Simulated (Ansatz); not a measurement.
FeS$_{2}$: do energies and stresses tell the same story?

Level of theory: DFT PBE, scalar-relativistic, plane waves, PAW in Ansatz.

Cutoff 420 eV; k points 6×6×8 on the computed 6-atom cell (Γ-centred); Gaussian smearing, width 0.02 eV; no spin polarisation.

Relaxed cell: Pnnm, a = 4.439 Å, b = 5.410 Å, c = 3.389 Å, α = 90.00°, β = 90.00°, γ = 90.00°, 6 atoms in the primitive cell. This form isn't the usual stable structure of the compound.

Energies at zero smearing and pressures from the stress tensor, at volumes with shape and atoms relaxed:
```tsv
V (Å³/atom)	E − E(first) (meV/atom)	P (GPa)
11.937	0.00	25.88
12.344	-54.98	17.66
12.751	-90.77	10.73
13.158	-110.40	4.91
13.565	-116.45	0.00
13.972	-111.05	-4.14
14.379	-96.01	-7.61
14.922	-63.60	-11.39
```

Problem. Check P = −dE/dV between neighbouring volumes, and get the bulk modulus from the pressures alone.

Solution. With 1 eV/Å³ = 160.2 GPa:
```tsv
middle V (Å³/atom)	−ΔE/ΔV (GPa)	mean P (GPa)
12.141	21.645	21.770
12.548	14.090	14.195
12.955	7.731	7.822
13.362	2.381	2.454
13.769	-2.127	-2.069
14.175	-5.920	-5.874
14.650	-9.571	-9.502
```

The two differ by 0.13 GPa at most. The mean of two end pressures misses the average over a step by about ΔV² P″/12, up to 0.12 GPa here; with that taken off 0.01 GPa remains. Around V = 13.565 Å³/atom, the two neighbours give B = −V ΔP/ΔV = 13.565 × 9.05 / 0.814 = 150.8 GPa, against B0 = 149.7 GPa from the Birch–Murnaghan fit of the energies.

A ferromagnetic start lost its moments in a first run, so spin was left out; other magnetic orders weren't tried.

Cost: 9 runs of about 9.4 core-minutes in all, on Arm Neoverse V2 (shared hosts).